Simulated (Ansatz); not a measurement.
Runs of Ansatz 0.2.0 on V. The structure is cubic, space group Im-3m (No. 229). The conventional cell has a = 3.029 Å, b = 3.029 Å, c = 3.029 Å, α = 90.00°, β = 90.00°, γ = 90.00°. V (site symmetry m-3m) is surrounded by 8 V at 2.62 Å. 

```tsv
task	level	spin	U	cell	k mesh	cutoff (eV)	gap on the mesh (eV)	pressure (GPa)	moment (μB)	relaxed volume (Å³/atom)
density of states	PBEsol+U	collinear, ferromagnetic start	V d U = 4 eV	as given	12 × 12 × 12	257	none	21.4	1.86	-
relaxation of cell and atoms	revPBE	collinear, ferromagnetic start	-	relaxed	12 × 12 × 12	-	-	0.0	0.00	13.69
relaxation of cell and atoms	BLYP	collinear, ferromagnetic start	-	relaxed	12 × 12 × 12	-	-	0.0	0.00	13.84
relaxation of cell and atoms	PBEsol	collinear, ferromagnetic start	-	relaxed	9 × 9 × 9	-	-	0.0	0.00	(a)
single point	PBEsol	off	-	as given	12 × 12 × 12	257	none	(b)	-	-
```

Alike in all rows: potentials or basis all-electron LAPW, scalar-relativistic; smearing fermi-dirac 0.05 eV; basis error allowed 0.001 eV/atom.

Fill in the values left out.

(a) 12.88; (b) -12.1.

Caveats: the magnetic state may not be the lowest (some runs); U is the effective U less J, on atomic orbitals that reach past the spheres (some runs); the U is typed as a test and isn't derived for this compound (some runs); the k mesh is thin for a metal, which can move the energy by tens of meV per atom (some runs).

A k mesh can miss the band edges.

A gap of «none» marks a metal or a gap under the smearing width.

Not every run made on this cell is shown here.
